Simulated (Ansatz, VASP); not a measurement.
## Ga: VASP beside Ansatz

Contents of INCAR:

```
SYSTEM = Ga
PREC = Accurate
ENCUT = 520
EDIFF = 1E-6
ISMEAR = 0
SIGMA = 0.1
LREAL = .FALSE.
LASPH = .TRUE.
NELM = 80
ALGO = Normal
ISIF = 2
LWAVE = .FALSE.
LCHARG = .TRUE.
GGA = PS
LELF = .TRUE.
LVHAR = .TRUE.
NBANDS = 12
```

Contents of KPOINTS:

```
regular mesh
0
G
  20 20 20
  0 0 0
```

POSCAR

```
Ga
1.0
   -1.4319676800      1.4319676800      2.2399666800
    1.4319676800     -1.4319676800      2.2399666800
    1.4319676800      1.4319676800     -2.2399666800
Ga
1
Direct
    0.0000000000      0.0000000000      0.0000000000
```

Input for Ansatz:

```yaml
crystal:
  lattice:
    - [-1.43196768, 1.43196768, 2.23996668]
    - [1.43196768, -1.43196768, 2.23996668]
    - [1.43196768, 1.43196768, -2.23996668]
  atoms:
    - { symbol: Ga, position: [0.0, 0.0, 0.0] }
basis:
  ecutwfc: 420
kpoints:
  mp_grid: { grid: [20, 20, 20] }
hamiltonian:
  xc: pbesol
scf:
  occupations: { method: gaussian, width: 0.1 }
output:
  forces: true
  stress: true
  eigenvalues: true
```

Alike in both runs: task single point; functional PBEsol; k mesh 20 × 20 × 20; occupations gaussian, width 0.1 eV; no spin polarisation.

|  | VASP | Ansatz |
| --- | --- | --- |
| version | VASP 6.6.1 | Ansatz 0.2.0 |
| potentials or method | VASP PAW PBE potentials, release 64 (Ga_d) | scalar-relativistic, plane waves, PAW |
| plane-wave cutoff (eV) | 520 | 420 |
| valence electrons in the cell | 13 | 13 |

```csv
,VASP,Ansatz,Ansatz less VASP
gap on the k mesh at the Fermi level (eV),none,none,-
pressure (GPa),-2.0,-2.0,-0.03
largest component of the traceless stress (GPa),0.59,0.59,+0.007
```

A gap of «none» marks a metal or a gap that the smearing closes.

Caveats: the PAW data sets were made with another functional, which shifts forces and pressure a little (VASP).
